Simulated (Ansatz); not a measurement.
SiO2 at a changed volume — ¹⁷O NMR of the central transition

Cell: an entry of the Crystallography Open Database (COD), relaxed with PBE at fixed cell and then changed (volume scaled by 1.04, ions relaxed).

```cif
data_SiO2
_symmetry_space_group_name_H-M 'P4_12_12'
_symmetry_Int_Tables_number 92
_cell_length_a 5.0381
_cell_length_b 5.0381
_cell_length_c 7.0168
_cell_angle_alpha 90.000
_cell_angle_beta 90.000
_cell_angle_gamma 90.000
loop_
_atom_site_label
_atom_site_type_symbol
_atom_site_symmetry_multiplicity
_atom_site_Wyckoff_symbol
_atom_site_fract_x
_atom_site_fract_y
_atom_site_fract_z
Si Si 4 a 0.2990 0.2990 0.0000
O O 8 b 0.2393 0.1038 0.1794
```

One atom of each set is listed.

Computed with Ansatz: DFT, PBE, plane waves and PAW, scalar-relativistic, 420 eV cutoff, Γ-centred 6×6×5 k-points, Fermi–Dirac smearing 0.02 eV.

¹⁷O has I = 5/2 and Q = -25.58 mb (Pyykkö 2018); at 11.7 T its Larmor frequency is ν₀ = 67.6 MHz. Only the quadrupole interaction is simulated: positions count from each site's isotropic chemical shift, and J coupling is left out, as are shift anisotropy and dipolar coupling, which fast spinning averages.

Problem. Give C_Q, η, the quadrupolar product P_Q = |C_Q|(1 + η²/3)^½, the second-order isotropic shift and the breadth of the pattern (fast magic-angle spinning) for each O site.

Solution. 

```csv
site,first shell,C_Q (MHz),η,P_Q (MHz),δ_QIS (ppm),breadth (kHz)
O,"2 Si at 1.63 Å, angle 146°",-6.01,0.16,6.03,-47.9,7.25
```

δ_QIS = −(ν_Q²/30ν₀²)[I(I+1) − 3/4](1 + η²/3) × 10⁶ ppm with ν_Q = 3|C_Q|/[2I(2I−1)]; it falls as 1/B₀² in ppm, and the breadth as 1/B₀ in kHz.

At O V_zz runs parallel to the line that joins its two neighbours (within 1°).
